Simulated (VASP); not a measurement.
Li2H: equation of state with PBE

The system is Li2H.

```
CELL_PARAMETERS angstrom
2.83736 0.00000 0.00000
-1.41868 2.45723 0.00000
0.00000 0.00000 4.98847
ATOMIC_POSITIONS crystal
Li 0.33333 0.66667 0.26430
Li 0.66667 0.33333 0.73570
H 0.00000 0.00000 0.50000
```

The cell was built by a generator and needn't be a form met in nature.

```json
{"Program": "VASP 6.6.1", "Task": "equation of state", "Functional": "PBE", "Potentials or basis": "VASP PAW PBE potentials, release 64 (Li_sv, H)", "Cutoff": "520 eV", "k mesh": "11 × 11 × 6", "Occupations": "fermi-dirac, width 0.05 eV", "Spin": "no spin polarisation", "Further INCAR settings": "ALGO = Normal; EDIFF = 1e-07; NBANDS = 10"}
```

| Item | Value |
| --- | --- |
| Equilibrium volume | 11.61 Å³/atom |
| Bulk modulus at fixed shape and positions | 25 GPa |
| Pressure derivative of the bulk modulus | 3.3 |

Energy against volume, from the lowest point:
```tsv
volume (Å³/atom)	energy (meV/atom)
10.898	3.68
11.130	1.62
11.361	0.42
11.593	0.00
11.825	0.30
12.057	1.23
12.289	2.78
```

All runs of the series together: 4.8 min on 1 thread of AMD EPYC 9R14 (Zen 4), with other jobs on the host.

Caveat: the cutoff is under 1.25 times the usual one of these potentials, so pressure, stress and relaxed cells hold a basis-set (Pulay) error; the cell was scaled at fixed shape and fractional positions, which overstates the stiffness of a crystal with free parameters, most of all of layers and chains.
